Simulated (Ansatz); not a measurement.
# BAs: pressure against volume

BAs, F-43m, a = 4.784 Å. Ansatz: r2SCAN, PAW, 500 eV, Γ-centred 10×10×10 mesh on 2 atoms, Gaussian smearing 0.02 eV; no spin polarisation. Symmetry fixes shape and atoms, so the cell is only scaled; pressure is positive in compression.

| V (Å³/atom) | P (GPa) |
| --- | --- |
| 12.864 | 9.88 |
| 13.274 | 4.57 |
| 13.685 | 0.00 |
| 14.095 | -3.92 |
| 14.506 | ? |

Take V0 = 13.685 Å³/atom, fit the third-order Birch–Murnaghan form to the other rows, and predict the missing pressure.

With the Eulerian strain f = ½[(V0/V)^(2/3) − 1] and y = P/[3f(1 + 2f)^(5/2)], the form is the line y = B0 + 1.5 B0 (B0′ − 4) f. Rows (f, y): 0.02105, 141.1; 0.01027, 141.0; -0.00974, 140.9. Means f = 0.007193, y = 141.00; Σ(Δf)² = 0.0004882, ΣΔfΔy = 0.003079; the slope is their ratio. y = 141.0 + 6.307 f GPa, so B0 = 141.0 GPa and B0′ = 4 + 2 × (6.307)/(3 × 141.0) = 4.03. At V = 14.506, f = -0.01905, y = 140.88 and P = -7.31 GPa. The run gave -7.29 GPa, so the fit is 0.02 GPa too low, a small miss on the scale of the series. The form still works here, 33 % of the fitted range beyond its end.